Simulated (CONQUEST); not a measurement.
**LiF (Griceite) under changes of volume**

One of the cells (8.169 Å³/atom); the others are scaled copies at fixed shape and fractional positions:

```xyz
4
Lattice="2.8482 0.0000 0.0000 0.0000 2.8482 0.0000 0.0000 0.0000 4.0280" Properties=species:S:1:pos:R:3 pbc="T T T"
F     0.0000    0.0000    2.0140
F     1.4241    1.4241    0.0000
Li    0.0000    0.0000    0.0000
Li    1.4241    1.4241    2.0140
```

| Item | Value |
| --- | --- |
| Program | CONQUEST 1.3 |
| Functional | PBEsol |
| Potentials or basis | PseudoDojo NC PBEsol, DZP, grid of 32 × 32 × 48 points |
| k mesh | 9 × 9 × 7 |
| Occupations | fermi-dirac, width 0.05 eV |
| Spin | no spin polarisation |

```tsv
volume (Å³/atom)	energy over the lowest point (meV/atom)	pressure (GPa)	gap on the mesh (eV)
7.679	6.41	4.5	9.46
7.842	2.61	2.9	9.26
8.006	0.52	1.3	9.07
8.169	0.00	-0.2	8.89
8.333	1.02	-1.7	8.72
8.496	3.44	-2.9	8.55
8.659	?	?	?
```

Question: What does the run at 8.659 Å³/atom give?

Answer: Energy over the lowest point 6.96 meV/atom; pressure -4.0 GPa; gap on the mesh 8.39 eV.

Worked out: A Birch-Murnaghan fit of order 3 (a polynomial in V^(-2/3)) to the other rows has its minimum at 8.14 Å³/atom with B0 = V·E''(V) = 74 GPa (rough, since the energies scatter). It gives 7.19 meV/atom at 8.659 Å³/atom, against the run's 6.96, and -dE/dV = -4.3 GPa, against -4.0. A straight line through the other rows of the gap, of slope -8.97 eV per unit of ln V, extrapolates to 8.37 eV, against the run's 8.39.

Energies are extrapolated to zero smearing.

Caveats: an odd mesh through Γ misses points on the zone boundary, where band edges often lie; the basis of atomic orbitals isn't converged, which shifts pressures, moduli and gaps; the real-space grid breaks the cell's symmetry a little (some runs).
